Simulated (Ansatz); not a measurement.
# TaAs: the cost of one run

Program: Ansatz 0.2.0. Level of theory: DFT PBE, scalar-relativistic, plane waves, PAW. These are calculated values, not measurements.

## (1) The starting structure

It takes space group P6_3mc (No. 186, hexagonal). Conventional cell: a = 3.749 Å, b = 3.749 Å, c = 6.003 Å, α = 90.00°, β = 90.00°, γ = 120.00°. Around Ta (site symmetry 3m) lie 4 As at 2.28 to 2.29 Å. As (site symmetry 3m) is surrounded by 4 Ta at 2.28 to 2.29 Å.

As a file:

```xyz
4
Lattice="3.7485 0.0000 0.0000 -1.8743 3.2463 0.0000 0.0000 0.0000 6.0031" Properties=species:S:1:pos:R:3 pbc="T T T"
Ta    0.0000    2.1642    0.0000
Ta    1.8743    1.0821    3.0016
As    0.0000    2.1642    2.2938
As    1.8743    1.0821    5.2954
```

This is candidate A: wurtzite type (P6_3mc, No. 186).

(A quick probe on a coarse mesh, which set the mesh and smearing, is not shown.)

## (3) A loose first relaxation (candidate A)

Contents of input.yaml:

```yaml
crystal:
  lattice:
    - [3.7485300717, 0.0, 0.0]
    - [-1.8742650358, 3.2463222689, 0.0]
    - [0.0, 0.0, 6.0031416408]
  atoms:
    - { symbol: Ta, position: [0.3333333333, 0.6666666667, 0.0] }
    - { symbol: Ta, position: [0.6666666667, 0.3333333333, 0.5] }
    - { symbol: As, position: [0.3333333333, 0.6666666667, 0.3821] }
    - { symbol: As, position: [0.6666666667, 0.3333333333, 0.8821] }
basis:
  ecutwfc: 420
kpoints:
  mp_grid: { grid: [6, 6, 4] }
hamiltonian:
  xc: pbe
scf:
  occupations: { method: gaussian, width: 0.1 }
  lower_state_search: "off"
output:
  forces: true
  stress: true
  eigenvalues: true
relax:
  adjacent_minimum: "off"
  f_tol: 0.04
  max_steps: 70
  cell: { stress_tol: 0.4 }
```

Command:

```sh
ansatz run input.yaml --threads 1 --pin off --max-ram 2560MiB --backend cpu --events-out ev --progress --plain --runs-dir out
```

**Question.** How long does this run take on 1 thread of Arm Neoverse V1, shared host, and how much memory does it need?

About 1.7 min, with a peak of 0.35 GiB.
